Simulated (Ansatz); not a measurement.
**SrCl2 (fluorite): G0W0 against its settings**

SrCl2 built on the fluorite prototype, relaxed with r2SCAN; one-shot G0W0 in Ansatz without spin-orbit coupling. The values are computed, spin-unpolarised, and not measurements.

```xyz
3
Lattice="0.0000 3.4977 3.4977 3.4977 0.0000 3.4977 3.4977 3.4977 0.0000" Properties=species:S:1:pos:R:3 pbc="T T T"
Sr    0.0000    0.0000    0.0000
Cl    1.7489    1.7489    1.7489
Cl    5.2466    5.2466    5.2466
```

Gaps are read over the mesh points alone. G0W0 here is at a finite number of bands, screening cutoff and k mesh, not at the basis limit.
```csv
start,potentials,frequency model,mesh,empty bands,screening cutoff (eV),Kohn-Sham gap (eV),G0W0 gap (eV),rough cost
PBE,PAW,contour deformation,4×4×4,139,80,5.31,7.27,10 core-seconds
PBE,PAW,contour deformation,4×4×4,321,140,5.31,7.45,40 core-seconds
PBE,PAW,contour deformation,4×4×4,591,210,5.31,7.54,3 core-minutes
PBE,PAW,contour deformation,6×6×6,139,80,5.31,7.27,50 core-seconds
PBE,PAW,Godby-Needs pole,4×4×4,321,140,5.31,7.42,70 core-seconds
PBE,norm-conserving,contour deformation,4×4×4,321,140,5.31,7.47,60 core-seconds
LDA,PAW,contour deformation,4×4×4,321,140,4.85,7.31,30 core-seconds
r2SCAN,PAW,contour deformation,4×4×4,321,140,5.94,7.78,40 core-seconds
```

Over the mesh points the PBE gap of 5.31 eV becomes a quasiparticle gap of 7.54 eV (X to Γ), a change of +2.23 eV. Renormalisation factors Z lie between 0.79 and 0.85.

Raising bands and cutoff together moves the gap by +0.18 eV (80 to 140 eV), then +0.09 eV (140 to 210 eV); the last step is still large, so the basis limit isn't reached. A 6×6×6 mesh in place of 4×4×4 changes the opening over PBE by 0.00 eV (the gap on the mesh by 0.00 eV). The Godby-Needs plasmon pole differs from contour deformation by -0.03 eV. Norm-conserving potentials (wave cutoff 925 eV against 420 eV) shift the quasiparticle gap by +0.02 eV and the PBE gap by 0.00 eV. Starting from LDA (4.85 eV against PBE's 5.31 eV) gives 7.31 eV, -0.14 eV from G0W0@PBE at the same screening cutoff. Starting from r2SCAN (5.94 eV against PBE's 5.31 eV) gives 7.78 eV, +0.33 eV from G0W0@PBE at the same screening cutoff. r2SCAN runs take a wave cutoff of 500 eV.
